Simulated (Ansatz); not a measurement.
CdO (Monteponite):

```
CELL_PARAMETERS angstrom
0.00000 2.34950 2.34950
2.34950 0.00000 2.34950
2.34950 2.34950 0.00000
ATOMIC_POSITIONS crystal
Cd 0.00000 0.00000 0.00000
O 0.50000 0.50000 0.50000
```

* Program: Ansatz 0.2.0
* Task: relaxation of cell and atoms
* Functional: PBEsol0
* Potentials or basis: Ansatz PAW
* Cutoff: 420 eV (not typed: the program's choice for these potentials)
* k mesh: 5 × 5 × 5
* Occupations: fermi-dirac, width 0.05 eV
* Spin: no spin polarisation

At the start: volume 12.97 Å³/atom.

**Question.** How do energy, volume and symmetry change on relaxing?

**Answer.** It ends after 7 steps and the volume is 12.59 Å³/atom (-2.9 %); space group Fm-3m (No. 225, to 0.05 Å).

The path:
| step | energy change (eV) | largest force (eV/Å) | volume (Å³) |
| --- | --- | --- | --- |
| 1 | 0.0000 | 0.0000 | 25.94 |
| 2 | -0.0129 | 0.0000 | 24.99 |
| 3 | -0.0131 | 0.0000 | 25.21 |
| 4 | -0.0131 | 0.0000 | 25.20 |
| 5 | -0.0108 | 0.0000 | 25.20 |
| 6 | -0.0108 | 0.0000 | 25.18 |
| 7 | -0.0108 | 0.0000 | 25.18 |

Final structure:
```cif
data_structure
_symmetry_space_group_name_H-M 'P 1'
_symmetry_Int_Tables_number 1
_cell_length_a 3.2900
_cell_length_b 3.2900
_cell_length_c 3.2900
_cell_angle_alpha 60.000
_cell_angle_beta 60.000
_cell_angle_gamma 60.000
_cell_volume 25.18
loop_
_atom_site_label
_atom_site_type_symbol
_atom_site_fract_x
_atom_site_fract_y
_atom_site_fract_z
_atom_site_occupancy
Cd1 Cd 0.00000 0.00000 0.00000 1
O1 O 0.50000 0.50000 0.50000 1
```

Caveat: the k mesh is coarse (spacing up to 0.46 Å⁻¹), so the values aren't converged, least of all with exact exchange; the plane-wave basis is chosen anew once the cell has moved, so the energies of steps on either side of that aren't comparable; the pressure holds a Pulay correction of +0.5 GPa for the finite cutoff; the PAW data sets come from PBE, with cores solved anew for the run's functional, which leaves a small shift of forces and pressure.
